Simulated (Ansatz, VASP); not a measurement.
**MnS in VASP and in Ansatz**

The input INCAR:

```
SYSTEM = MnS
PREC = Accurate ; ENCUT = 520
EDIFF = 1E-6 ; ISMEAR = -1
SIGMA = 0.05 ; LREAL = .False.
LASPH = .True. ; NELM = 120
ALGO = Normal ; ISIF = 2
LWAVE = .False. ; LCHARG = .True.
ISPIN = 2 ; MAGMOM = 5.5 0
LORBIT = 11 ; LMAXMIX = 4
GGA = PE ; LELF = .True.
LVHAR = .True. ; NBANDS = 20
```

The input KPOINTS:

```
Automatic mesh
0
Gamma
  9 9 9
  0 0 0
```

POSCAR

```
MnS
1.0
    0.0000000000      2.6045000000      2.6045000000
    2.6045000000      0.0000000000      2.6045000000
    2.6045000000      2.6045000000      0.0000000000
Mn S
1 1
Direct
    0.0000000000      0.0000000000      0.0000000000
    0.5000000000      0.5000000000      0.5000000000
```

File input.yaml:

```yaml
crystal:
  lattice:
    - [0.0, 2.6045, 2.6045]
    - [2.6045, 0.0, 2.6045]
    - [2.6045, 2.6045, 0.0]
  atoms:
    - { symbol: Mn, position: [0.0, 0.0, 0.0], spin: 4.0 }
    - { symbol: S, position: [0.5, 0.5, 0.5] }
hamiltonian:
  xc: pbe
  pseudopotentials: { kind: paw }
magnetization:
  spin_polarized: true
kpoints:
  mp_grid: { grid: [9, 9, 9] }
scf:
  occupations: { method: fermi_dirac, width: 0.05 }
output:
  forces: true
  stress: true
  eigenvalues: true
```

Alike in both runs: task single point; functional PBE; k mesh 9 × 9 × 9; occupations fermi-dirac, width 0.05 eV; collinear spin, ferromagnetic start.

|  | VASP | Ansatz |
| --- | --- | --- |
| version | VASP 6.6.1 | Ansatz 0.2.0 |
| potentials or method | VASP PAW PBE potentials, release 64 (Mn_pv, S) | Ansatz PAW |
| plane-wave cutoff (eV) | 520 | 420 |
| valence electrons in the cell | 19 | 21 |

Ansatz gave:

```
gap on the k mesh at the Fermi level (eV)                     : none
pressure (GPa)                                                : -2.9
net moment per atom (μB)                                      : 2.36
size of the moment on the site where the two differ most (μB) : 4.21
```

Question: Estimate VASP's values.

Answer: gap on the k mesh at the Fermi level (eV): none; pressure (GPa): -2.9; net moment per atom (μB): 2.36; size of the moment on the site where the two differ most (μB): 4.26.

Site moments also hang on the region over which each program counts them. A gap of «none» marks a metal or a gap that the smearing closes. With one functional, cell and mesh, what is left measures potentials, basis and numerics. The two sets of potentials don't hold the same shells in valence.

Caveats: a cell with one magnetic atom can't hold antiferromagnetic order, which such compounds often take; semilocal functionals often make such compounds metallic where correlation or magnetic order opens a gap, which also shifts bond lengths. With open d or f shells a metallic result of PBE can be an artefact of self-interaction; +U or a hybrid may open a gap.
